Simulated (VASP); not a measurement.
A run of VASP 6.6.1 is set up as follows.

Contents of INCAR:

```
PREC = Accurate
ENCUT = 520
EDIFF = 1E-7
ISMEAR = 0
SIGMA = 0.1
LREAL = F
LASPH = T
NELM = 150
ALGO = Normal
ISIF = 3
LWAVE = F
LCHARG = F
ISPIN = 2
MAGMOM = 3.5 -3.5 0 0
LORBIT = 11
LMAXMIX = 4
GGA = PE
IBRION = 2
NSW = 80
EDIFFG = -0.002
```

File KPOINTS:

```
Automatic mesh
0
Gamma
  15 15 8
```

File POSCAR:

```
MnAs
1.0
    3.7100000000      0.0000000000      0.0000000000
   -1.8550000000      3.2129542500      0.0000000000
    0.0000000000      0.0000000000      5.6910000000
Mn As
2 2
Direct
    0.0000000000      0.0000000000      0.0000000000
    0.0000000000      0.0000000000      0.5000000000
    0.3333333300      0.6666666700      0.2500000000
    0.6666666700      0.3333333300      0.7500000000
```

Potentials or basis: VASP PAW PBE potentials, release 64 (Mn_pv, As).

Run with:

```bash
$ cat potpaw_PBE.64/Mn_pv/POTCAR potpaw_PBE.64/As/POTCAR > POTCAR
$ mpirun -np 1 vasp_std > vasp.out
```

Q: Estimate the net moment.

A: 0.00 μB per cell.

Q: Predict the band gap on the k mesh.

A: None (metal or under the smearing width).

Q: Predict the relaxed cell.

A: a = 3.516 Å, b = 3.516 Å, c = 5.766 Å, α = 90.00°, β = 90.00°, γ = 120.00°.

Step by step:
```tsv
step	energy change (eV)	largest force (eV/Å)	pressure (GPa)	volume (Å³)
1	0.0000	0.0000	-5.38	67.84
2	-0.1074	0.0000	-0.16	62.40
3	-0.1078	0.0000	0.20	62.12
4	-0.1188	0.0000	0.20	61.95
5	-0.1306	0.0000	0.47	61.37
6	-0.1308	0.0000	0.42	61.44
7	-0.1309	0.0000	-0.36	61.99
8	-0.1312	0.0000	0.01	61.73
```
